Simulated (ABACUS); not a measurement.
# GaSb (F-43m) in ABACUS: notebook

Runs on GaSb. Level: rPW86PBE. Tasks: band structure, equation of state.

Program: ABACUS 3.10.1. These are calculated values, not measurements. Logs are shortened: lines on timing, memory, paths and dates and some standing lists are left out, and cuts for length are marked.

## 1. The structure

The structure is cubic, space group F-43m (No. 216). Conventional cell: a = 6.118 Å, b = 6.118 Å, c = 6.118 Å, α = 90.00°, β = 90.00°, γ = 90.00°. Sb (site symmetry -43m) has 4 Ga at 2.65 Å as nearest neighbours. Ga (site symmetry -43m) has 4 Sb at 2.65 Å as nearest neighbours.

## 2. Band structure, rPW86PBE

Contents of INPUT:

```
INPUT_PARAMETERS
suffix              GaSb
calculation         nscf
basis_type          pw
pseudo_dir          ./
symmetry            -1
dft_functional      GGA_X_RPW86+GGA_C_PBE
ecutwfc             40.0
pseudo_rcut         10
nspin               1
nbands              27
ks_solver           dav
smearing_method     fd
smearing_sigma      0.00367493
scf_thr             1e-08
scf_nmax            100
mixing_type         broyden
mixing_beta         0.7
ecutrho             320.0
init_chg            file
pw_diag_thr         1e-07
out_band            1
kpar                4
```

Contents of STRU:

```
ATOMIC_SPECIES
Sb 121.7600 sb_pbe_v1.4.uspp.F.UPF
Ga 69.7230 ga_pbe_v1.4.uspp.F.UPF

LATTICE_CONSTANT
1.8897261246

LATTICE_VECTORS
0.0000000000 3.0590000000 3.0590000000
3.0590000000 0.0000000000 3.0590000000
3.0590000000 3.0590000000 0.0000000000

ATOMIC_POSITIONS
Direct

Sb
0.0
1
0.2500000000 0.2500000000 0.2500000000 1 1 1

Ga
0.0
1
0.0000000000 0.0000000000 0.0000000000 1 1 1
```

Contents of KPT:

```
K_POINTS
12
Line
0.00000000 0.00000000 0.00000000 10 // G
0.50000000 0.00000000 0.50000000 10 // X
0.50000000 0.25000000 0.75000000 10 // W
0.37500000 0.37500000 0.75000000 10 // K
0.00000000 0.00000000 0.00000000 10 // G
0.50000000 0.50000000 0.50000000 10 // L
0.62500000 0.25000000 0.62500000 10 // U
0.50000000 0.25000000 0.75000000 10 // W
0.50000000 0.50000000 0.50000000 10 // L
0.37500000 0.37500000 0.75000000 1 // K
0.62500000 0.25000000 0.62500000 10 // U
0.50000000 0.00000000 0.50000000 1 // X
```

Potentials or basis: GBRV ultrasoft 1.5 PBE, plane waves.

Launch:

```
> OMP_NUM_THREADS=1 mpirun -np 4 abacus > log
```

running log:

```text
ABACUS v3.10.1

               Atomic-orbital Based Ab-initio Computation at UStc

 ------------------------------------------------------------------------------------

 READING GENERAL INFORMATION
                           global_out_dir = OUT.GaSb/
                           global_in_card = INPUT
                               pseudo_dir = ./
                              orbital_dir =
                                    DSIZE = 4
                                    GSIZE = 1
[... 5 lines left out ...]

 READING ATOM TYPE 1
                               atom label = Sb
                      L=0, number of zeta = 1
                      L=1, number of zeta = 1
                      L=2, number of zeta = 1
             number of atom for this type = 1

 READING ATOM TYPE 2
                               atom label = Ga
                      L=0, number of zeta = 1
                      L=1, number of zeta = 1
                      L=2, number of zeta = 1
             number of atom for this type = 1

                        TOTAL ATOM NUMBER = 2
DIRECT COORDINATES
    atom                   x                   y                   z     mag                  vx                  vy                  vz
taud_Sb1            0.2500000000        0.2500000000        0.2500000000  0.0000        0.0000000000        0.0000000000        0.0000000000
taud_Ga1            0.0000000000        0.0000000000        0.0000000000  0.0000        0.0000000000        0.0000000000        0.0000000000

                          Volume (Bohr^3) = 386.336
                             Volume (A^3) = 57.249

 Lattice vectors: (Cartesian coordinate: in unit of a_0)
                   +0              +3.059              +3.059
               +3.059                  +0              +3.059
               +3.059              +3.059                  +0
 Reciprocal vectors: (Cartesian coordinate: in unit of 2 pi/a_0)
            -0.163452           +0.163452           +0.163452
            +0.163452           -0.163452           +0.163452
            +0.163452           +0.163452           -0.163452
 The esolver type has been set to : ksdft_pw

                PAO radial cut off (Bohr) = 10

 Read in pseudopotential file is sb_pbe_v1.4.uspp.F.UPF
                     pseudopotential type = US
          exchange-correlation functional = PBE
                 nonlocal core correction = 1
                        valence electrons = 15
                                     lmax = 2
                           number of zeta = 3
[... 5 lines left out ...]
                           L of projector = 2
                           L of projector = 2
 XC functional updated to : GGA_X_RPW86+GGA_C_PBE
          exchange-correlation functional = GGA_X_RPW86+GGA_C_PBE
                PAO radial cut off (Bohr) = 10

 Read in pseudopotential file is ga_pbe_v1.4.uspp.F.UPF
                     pseudopotential type = US
          exchange-correlation functional = PBE
                 nonlocal core correction = 1
                        valence electrons = 19
                                     lmax = 2
                           number of zeta = 4
                     number of projectors = 6
                           L of projector = 0
                           L of projector = 0
                           L of projector = 1
                           L of projector = 1
                           L of projector = 2
                           L of projector = 2
 XC functional updated to : GGA_X_RPW86+GGA_C_PBE
          exchange-correlation functional = GGA_X_RPW86+GGA_C_PBE
     initial pseudo atomic orbital number = 21

 SETUP THE ELECTRONS NUMBER
            electron number of element Sb = 15
      total electron number of element Sb = 15
            electron number of element Ga = 19
      total electron number of element Ga = 19
            AUTOSET number of electrons:  = 34
                           occupied bands = 17
                                   NBANDS = 27
                                   NLOCAL = 18

%%%%%%%%%%%%%%%%%%%%%%%%%%%%%%%%%%%%%%%%%%%%%%%%%%%%%%%%%%%%%%%%%%%%%%%%%%%%%%%%%%%%%%%%%%%%%%%%%%%%%%%%%%
 Warning: the number of valence electrons in pseudopotential > 5 for Sb: [Kr] 4d10 5s2 5p3
 Warning: the number of valence electrons in pseudopotential > 3 for Ga: [Ar] 3d10 4s2 4p1
 Pseudopotentials with additional electrons can yield (more) accurate outcomes, but may be less efficient.
 If you're confident that your chosen pseudopotential is appropriate, you can safely ignore this warning.
%%%%%%%%%%%%%%%%%%%%%%%%%%%%%%%%%%%%%%%%%%%%%%%%%%%%%%%%%%%%%%%%%%%%%%%%%%%%%%%%%%%%%%%%%%%%%%%%%%%%%%%%%%

 SETUP THE PLANE WAVE BASIS
 energy cutoff for charge/potential (unit:Ry) = 160
            fft grid for charge/potential = [ 36, 36, 36 ]
                        fft grid division = [ 1, 1, 1 ]
        big fft grid for charge/potential = [ 48, 48, 48 ]
                                     nbxx = 110592
                                     nrxx = 46656

 SETUP PLANE WAVES FOR CHARGE/POTENTIAL
                    number of plane waves = 13323
                         number of sticks = 745

 PARALLEL PW FOR CHARGE/POTENTIAL
     PROC   COLUMNS(POT)             PW
        1            745          13323
 --------------- sum -------------------
        1            745          13323
                            number of |g| = 182
                                  max |g| = 14.4002
                                  min |g| = 0

 energy cutoff for dense charge/potential (unit:Ry) = 320
      fft grid for dense charge/potential = [ 48, 48, 48 ]
                                     nrxx = 110592

 SETUP PLANE WAVES FOR dense CHARGE/POTENTIAL
                    number of plane waves = 37461
                         number of sticks = 1483

 PARALLEL PW FOR dense CHARGE/POTENTIAL
     PROC   COLUMNS(POT)             PW
        1           1483          37461
 --------------- sum -------------------
        1           1483          37461
                            number of |g| = 364
                                  max |g| = 28.9341
                                  min |g| = 0

----------- Double Check Mixing Parameters Begin ------------
mixing_type: broyden
mixing_beta: 0.7
mixing_gg0: 1
mixing_gg0_min: 0.1
mixing_ndim: 8
----------- Double Check Mixing Parameters End ------------

 SETUP K-POINTS
                                    nspin = 1
                                   nkstot = 102
K-POINTS DIRECT COORDINATES
 KPOINTS    DIRECT_X    DIRECT_Y    DIRECT_Z  WEIGHT
       1  0.00000000  0.00000000  0.00000000  1.0000
       2  0.05000000  0.00000000  0.05000000  1.0000
       3  0.10000000  0.00000000  0.10000000  1.0000
       4  0.15000000  0.00000000  0.15000000  1.0000
       5  0.20000000  0.00000000  0.20000000  1.0000
       6  0.25000000  0.00000000  0.25000000  1.0000
[... 22 lines left out ...]
      29  0.40000000  0.35000000  0.75000000  1.0000
      30  0.38750000  0.36250000  0.75000000  1.0000
[... 72 further k points ...]

           k-point number in this process = 26
       minimum distributed K point number = 25

[... K-POINTS CARTESIAN COORDINATES: 26 rows ...]

[... K-POINTS DIRECT COORDINATES: 26 rows ...]

 SETUP PLANE WAVES FOR WAVE FUNCTIONS
     energy cutoff for wavefunc (unit:Ry) = 40
              fft grid for wave functions = [ 36, 36, 36 ]
                    number of plane waves = 2109
                         number of sticks = 211

 PARALLEL PW FOR WAVE FUNCTIONS
     PROC   COLUMNS(POT)             PW
        1            211           2109
 --------------- sum -------------------
        1            211           2109

 SETUP NONLOCAL PSEUDOPOTENTIALS IN PLANE WAVE BASIS
 Sb non-local projectors:
 projector 1 L=0
 projector 2 L=0
 projector 3 L=1
 projector 4 L=1
 projector 5 L=2
 projector 6 L=2
 Ga non-local projectors:
 projector 1 L=0
 projector 2 L=0
 projector 3 L=1
 projector 4 L=1
 projector 5 L=2
 projector 6 L=2
      TOTAL NUMBER OF NONLOCAL PROJECTORS = 36

 Init Non-Local PseudoPotential table :
 Init Non-Local-Pseudopotential done.

                                     npwx = 1660

 Make real space PAO into reciprocal space.
       max mesh points in Pseudopotential = 771
     dq(describe PAO in reciprocal space) = 0.01
                                    max q = 763

 number of pseudo atomic orbitals for Sb is 3
WARNING: norm of atomic wavefunction # 3 of atomic type Sb is 0.999997, renormalized

 number of pseudo atomic orbitals for Ga is 4
WARNING: norm of atomic wavefunction # 4 of atomic type Ga is 0.999965, renormalized

 -------------------------------------------
 NONSELF-CONSISTENT
 -------------------------------------------
                                 init_chg = file
 try to read charge from file
 Read in the charge density: OUT.GaSb//GaSb-CHARGE-DENSITY.restart

 PW ALGORITHM --------------- ION=   1  ELEC=   1--------------------------------
 k(1/102) Iter steps (avg)=10 threshold=1e-07
 k(2/102) Iter steps (avg)=10 threshold=1e-07
 k(3/102) Iter steps (avg)=10 threshold=1e-07
 k(4/102) Iter steps (avg)=9 threshold=1e-07
 k(5/102) Iter steps (avg)=9 threshold=1e-07
 k(6/102) Iter steps (avg)=10 threshold=1e-07
 k(7/102) Iter steps (avg)=11 threshold=1e-07
 k(8/102) Iter steps (avg)=16 threshold=1e-07
 k(9/102) Iter steps (avg)=12 threshold=1e-07
 k(10/102) Iter steps (avg)=10 threshold=1e-07
[... 6 lines left out ...]
 k(17/102) Iter steps (avg)=12 threshold=1e-07
 k(18/102) Iter steps (avg)=13 threshold=1e-07
 k(19/102) Iter steps (avg)=13 threshold=1e-07
 k(20/102) Iter steps (avg)=12 threshold=1e-07
 k(21/102) Iter steps (avg)=12 threshold=1e-07
 k(22/102) Iter steps (avg)=16 threshold=1e-07
 k(23/102) Iter steps (avg)=17 threshold=1e-07
 k(24/102) Iter steps (avg)=16 threshold=1e-07
 k(25/102) Iter steps (avg)=16 threshold=1e-07
 k(26/102) Iter steps (avg)=16 threshold=1e-07
[... levels at 26 k points of this process ...]

 Density error is 0.00000000000
                          Error Threshold = 1.00000000000e-07
----------------------------------------------------------
     Energy           Rydberg                 eV
----------------------------------------------------------
 E_KohnSham     -601.0831810502      -8178.1562342478
 E_KS(sigma->0) -601.0829860982      -8178.1535817908
 E_Harris       -601.0831810502      -8178.1562342478
 E_band         -56.0286515449       -762.3089122667
 E_one_elec     -498.4235218621      -6781.3999145522
 E_Hartree      262.6625550926       3573.7074004987
 E_xc           -93.3956053025       -1270.7124002735
 E_Ewald        -271.9262190743      -3699.7460150068
 E_entropy(-TS) -0.0003899038        -0.0053049139
 E_descf        0.0000000000         0.0000000000
 E_exx          0.0000000000         0.0000000000
 E_Fermi        0.6182033630         8.4110882602
----------------------------------------------------------

 charge density convergence is achieved
 final etot is -8178.1562342 eV
 EFERMI = 8.4110882602 eV

 STATE ENERGY(eV) AND OCCUPATIONS    NSPIN == 1
 1/26 kpoint (Cartesian) = 0.0000 0.0000 0.0000 (1639 pws)
       1       -86.3079      0.0196078
       2       -86.3079      0.0196078
       3       -86.3079      0.0196078
       4       -20.4961      0.0196078
       5       -20.4961      0.0196078
       6       -20.4961      0.0196078
[... 19 lines left out ...]
      26        17.9547    2.49837e-85
      27        17.9547    2.49837e-85

 2/26 kpoint (Cartesian) = 0.0000 0.016345 0.0000 (1659 pws)
       1       -86.3081      0.0196078
       2       -86.3080      0.0196078
       3       -86.3080      0.0196078
       4       -20.4961      0.0196078
       5       -20.4959      0.0196078
       6       -20.4959      0.0196078
[... 19 lines left out ...]
      26        18.0271    5.87666e-86
      27        18.4997        0.00000

 3/26 kpoint (Cartesian) = 0.0000 0.032690 0.0000 (1651 pws)
       1       -86.3080      0.0196078
       2       -86.3080      0.0196078
       3       -86.3079      0.0196078
       4       -20.4964      0.0196078
       5       -20.4955      0.0196078
       6       -20.4955      0.0196078
[... 19 lines left out ...]
      26        18.2447    7.56900e-88
      27        19.0637        0.00000

 4/26 kpoint (Cartesian) = 0.0000 0.049036 0.0000 (1655 pws)
       1       -86.3080      0.0196078
       2       -86.3080      0.0196078
       3       -86.3079      0.0196078
       4       -20.4967      0.0196078
       5       -20.4949      0.0196078
       6       -20.4949      0.0196078
[... 19 lines left out ...]
      26        18.6087        0.00000
      27        19.5184        0.00000

 5/26 kpoint (Cartesian) = 0.0000 0.065381 0.0000 (1656 pws)
       1       -86.3080      0.0196078
       2       -86.3080      0.0196078
       3       -86.3079      0.0196078
       4       -20.4971      0.0196078
       5       -20.4941      0.0196078
       6       -20.4941      0.0196078
[... 19 lines left out ...]
      26        19.1202        0.00000
      27        19.9930        0.00000

 6/26 kpoint (Cartesian) = 0.0000 0.081726 0.0000 (1636 pws)
       1       -86.3079      0.0196078
       2       -86.3079      0.0196078
       3       -86.3077      0.0196078
       4       -20.4976      0.0196078
       5       -20.4931      0.0196078
       6       -20.4931      0.0196078
[... 19 lines left out ...]
      26        19.7782        0.00000
      27        20.5528        0.00000

[... levels at 20 further k points ...]

 --------------------------------------------
 !FINAL_ETOT_IS -8178.156234247792 eV
 --------------------------------------------

 Output bands in file: OUT.GaSb/BANDS_1.dat
```

It took 8.4 s on 4 MPI ranks of Intel Xeon Platinum 8488C (Sapphire Rapids), shared host; peak memory 0.8 GiB.

Levels at the corners of the path, in eV from the Fermi level:
```tsv
point	band 14	band 15	band 16	band 17	band 18	band 19	band 20	band 21
Γ	-11.53	-0.13	-0.04	-0.04	-0.04	2.76	2.76	2.76
X	-9.08	-6.88	-2.59	-2.59	0.87	1.24	8.64	8.64
W	-9.03	-6.75	-3.36	-3.14	3.60	4.31	4.39	4.76
K	-9.14	-6.70	-3.62	-2.21	1.38	3.84	6.56	6.79
Γ	-11.53	-0.13	-0.04	-0.04	-0.04	2.76	2.76	2.76
L	-9.91	-6.41	-1.18	-1.18	0.32	3.75	3.75	6.48
U	-9.14	-6.70	-3.62	-2.21	1.38	3.84	6.56	6.79
W	-9.03	-6.75	-3.36	-3.14	3.60	4.31	4.39	4.76
L	-9.91	-6.41	-1.18	-1.18	0.32	3.75	3.75	6.48
K	-9.14	-6.70	-3.62	-2.21	1.38	3.84	6.56	6.79
U	-9.14	-6.70	-3.62	-2.21	1.38	3.84	6.56	6.79
X	-9.08	-6.88	-2.59	-2.59	0.87	1.24	8.64	8.64
```

Caveat: the density is read from an earlier self-consistent run, whose mesh may be coarse; spin-orbit coupling is left out, which moves the levels of the heavy elements.

(Part 1 of 2 ends here.)
